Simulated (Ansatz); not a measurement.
# NaF: the cost of one run

Program: Ansatz 0.2.0. Level of theory: DFT PBE, scalar-relativistic, plane waves, PAW. These are calculated values, not measurements.

### 1 The system as given

The structure is orthorhombic, space group Fdd2 (No. 43). Conventional cell: a = 3.130 Å, b = 6.486 Å, c = 10.460 Å, α = 90.00°, β = 90.00°, γ = 90.00°. Na (site symmetry 2) is surrounded by 4 F at 2.11 to 2.17 Å. Around F (site symmetry 2) lie 4 Na at 2.11 to 2.17 Å.

As a file:

```xyz
4
Lattice="0.0000 3.2430 5.2301 1.5652 0.0000 5.2301 1.5652 3.2430 0.0000" Properties=species:S:1:pos:R:3 pbc="T T T"
Na    1.5652    3.2430    1.9107
Na    0.7826    1.6215    4.5258
F     1.5652    3.2430    8.5494
F     0.7826    1.6215    0.7043
```

Recipe of the guess: 4-connected net, two elements alternating (Fdd2, No. 43). The dimensions are guesses.

### 2 Probe: one point on a coarse mesh

Input file input.yaml:

```yaml
crystal:
  lattice:
    - [0.0, 3.24296804, 5.2300677]
    - [1.56520326, 0.0, 5.2300677]
    - [1.56520326, 3.24296804, 0.0]
  atoms:
    - { symbol: Na, position: [0.18266946, 0.18266946, 0.81733054] }
    - { symbol: Na, position: [0.43266946, 0.43266946, 0.06733054] }
    - { symbol: F, position: [0.81733054, 0.81733054, 0.18266946] }
    - { symbol: F, position: [0.06733054, 0.06733054, 0.43266946] }
basis:
  ecutwfc: 420
kpoints:
  mp_grid: { grid: [6, 6, 6] }
hamiltonian:
  xc: pbe
scf:
  occupations: { method: gaussian, width: 0.1 }
  lower_state_search: "off"
output:
  forces: true
  stress: true
  eigenvalues: true
```

Launch:

```sh
$ ansatz run input.yaml --threads 1 --pin off --max-ram 2560MiB --backend cpu --events-out ev --progress --plain --runs-dir out
```

What time and memory should one allow on 1 thread of Intel Xeon Platinum 8488C (Sapphire Rapids), shared host?

About 2.6 s, with a peak of 0.41 GiB.
